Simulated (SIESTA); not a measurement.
V:

```
V
1.0
    -1.51435    1.51435    1.51435
     1.51435   -1.51435    1.51435
     1.51435    1.51435   -1.51435
V
1
Cartesian
  0.0000 0.0000 0.0000
```

Base run:

```yaml
Program: SIESTA 5.4.2
Functional: PBE
Potentials_or_basis: PseudoDojo 0.4 standard (PBE files)
Basis: DZP (energy shift 0.002 Ry)
Grid_cutoff: 800 Ry
Energy_shift: 0.002 Ry
k_mesh: 12 × 12 × 12
Occupations: fermi-dirac, width 0.05 eV
Spin: collinear spin, ferromagnetic start
Starting_moments: "[2.0] μB"
```

Its results: band gap on the k mesh none (metal or under the smearing width); pressure -5.1 GPa; net moment 0.00 μB per cell.

Problem. The run is repeated on the same cell with these changes: functional from PBE to vdW-DF-cx. What comes out?

Solution. Band gap on the k mesh none (metal or under the smearing width); pressure -11.0 GPa; net moment 0.00 μB per cell.

Caveats: semicore shells carry a single zeta, which can move pressures by several GPa and volumes by a few percent; the basis of atomic orbitals isn't converged, which shifts pressures, moduli and gaps; the potentials were made for another functional, which shifts forces and pressure (some runs).

Not every run made on this cell is shown here.
